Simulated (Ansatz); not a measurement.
Hf: pressure and energy above lowest point against volume per atom

Equation of state of a cubic crystal from periodic Kohn-Sham density functional theory without spin; pressure corrected for the finite basis. The results are calculated, by Ansatz 0.2.0 development build.

Cell of the first row (space group Fm-3m, No. 225):
```
CELL_PARAMETERS angstrom
0.00000 2.18140 2.18140
2.18140 0.00000 2.18140
2.18140 2.18140 0.00000
ATOMIC_POSITIONS crystal
Hf 0.00000 0.00000 0.00000
```

Settings of every row: formula Hf; structure type fcc; functional r2SCAN; spin treatment none; k mesh 13x13x13; occupation method fermi-dirac; occupation width 0.1 eV; wave cutoff 520 eV; datasets hand-made PAW; density cutoff ratio 4; xc grid level 2.

Limits: a cubic model structure, not a phase known at ambient conditions; the SCF threshold is loose for a stress in some rows; no spin-orbit coupling, which can matter with elements this heavy.

| row | volume per atom (Å³) | pressure (GPa) | energy above lowest point (meV/atom) |
| --- | --- | --- | --- |
| 1 | 20.761 | ? | ? |
| 2 | 21.438 | 5.165 | 14.4 |
| 3 | 22.115 | 1.634 | 0.2 |
| 4 | 22.792 | -1.478 | 0 |
| 5 | 23.469 | -4.234 | 12.18 |

Question: what pressure and energy above lowest point should row 1 give?

Worked fit of pressure. Take u = (V_r/V)^(2/3) − 1 with V_r = 22.453 Å³ an atom, which is twice the finite (Eulerian) strain; such expansions in the strain, on which the Birch-Murnaghan equation of state is built, carry the rest volume and the bulk modulus. The shown rows have u = 0.03132, 0.01016, -0.00994, -0.02907. Least squares give pressure = 0.0322 + 154.977 × u + 283.63 × u² GPa; a straight line predicts inner rows, each left out in turn, worse (root mean square 0.16 against 0.0048 GPa). The rows lie off it by 0.001, -0.002, 0.002, -0.001. The pressure vanishes at u = -0.0002, or V = 22.46 Å³ an atom, and there the bulk modulus at fixed shape and fractions is B = −V dP/dV = (2/3)(1 + u) dP/du = 103 GPa. The withheld row has u = 0.05362, so the fit gives 0.0322 + 154.977 × (0.05362) + 283.63 × (0.05362)² = 9.158 GPa.

The calculation gave 9.192 GPa. The fit lies 0.034 GPa (0.25 % of the column's range) below it; its largest miss of a shown row is 0.002 GPa. This row lies beyond the range of the fit.

Worked fit of energy above lowest point. Take u = (V_r/V)^(2/3) − 1 with V_r = 22.453 Å³ an atom, which is twice the finite (Eulerian) strain; such expansions in the strain, on which the Birch-Murnaghan equation of state is built, carry the rest volume and the bulk modulus. The shown rows have u = 0.03132, 0.01016, -0.00994, -0.02907. Least squares give energy above lowest point = −1.539 + 0.84 × u + 16239.6 × u² meV/atom; a straight line predicts inner rows, each left out in turn, worse (root mean square 9.4 against 0.12 meV/atom). The rows lie off it by -0.02, 0.05, -0.06, 0.02 (root mean square 0.042 meV/atom). The withheld row has u = 0.05362, so the fit gives −1.539 + 0.84 × (0.05362) + 16239.6 × (0.05362)² = 45.20 meV/atom.

The calculation gave 44.54 meV/atom. The fit lies 0.66 meV/atom (1.5 % of the value, 1.5 % of the column's range) above it; its largest miss of a shown row is 0.06 meV/atom. This row lies beyond the range of the fit.
